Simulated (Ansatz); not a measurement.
Ge:

```
CELL_PARAMETERS angstrom
0.00000 2.82891 2.82891
2.82891 0.00000 2.82891
2.82891 2.82891 0.00000
ATOMIC_POSITIONS crystal
Ge 0.75000 0.75000 0.75000
Ge 0.50000 0.50000 0.50000
```

Base run:

```yaml
Program: Ansatz 0.2.0
Functional: BLYP
Potentials_or_basis: Ansatz PAW
Cutoff: "420 eV (not typed: the program's choice for these potentials)"
k_mesh: 8 × 8 × 8
Occupations: fermi-dirac, width 0.05 eV
Spin: no spin polarisation
```

Its results: band gap on the k mesh none (metal or under the smearing width); pressure 7.3 GPa.

**Question.** The run is repeated on the same cell with these changes: functional from BLYP to PBE. What comes out?

**Answer.** Band gap on the k mesh none (metal or under the smearing width); pressure 3.6 GPa.

PBE binds more tightly than BLYP, so the same cell stands under less pressure.

Caveats: this crystal is a semiconductor, whose small gap the functional closes, so the metal is an error of the method; the PAW data sets come from PBE, with cores solved anew for the run's functional, which leaves a small shift of forces and pressure (some runs).
